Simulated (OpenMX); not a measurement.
Bi:

```xyz
2
Lattice="2.2675 1.3091 3.9380 -2.2675 1.3091 3.9380 0.0000 -2.6183 3.9380" Properties=species:S:1:pos:R:3 pbc="T T T"
Bi    0.0000    0.0000    9.0495
Bi    0.0000    0.0000    2.7645
```

Base run:

* Program: OpenMX 3.8.5
* Functional: PBE
* Potentials or basis: OpenMX 2013 PBE set, Bi8.0-s3p2d2f1, grid cutoff 500 Ry
* k mesh: 7 × 7 × 7
* Occupations: fermi-dirac, width 0.05 eV
* Spin: no spin polarisation

Its results: pressure 3.4 GPa; largest force 0.365 eV/Å.

**Question.** The run is repeated on the same cell with these changes: functional from PBE to LDA; potentials or basis from OpenMX 2013 PBE set, Bi8.0-s3p2d2f1, grid cutoff 500 Ry to OpenMX 2013 LDA set, Bi8.0-s3p2d2f1, grid cutoff 500 Ry. What comes out?

**Answer.** Pressure -0.4 GPa; largest force 0.212 eV/Å.

Caveats: the basis of atomic orbitals isn't converged, which shifts pressures, moduli and gaps.
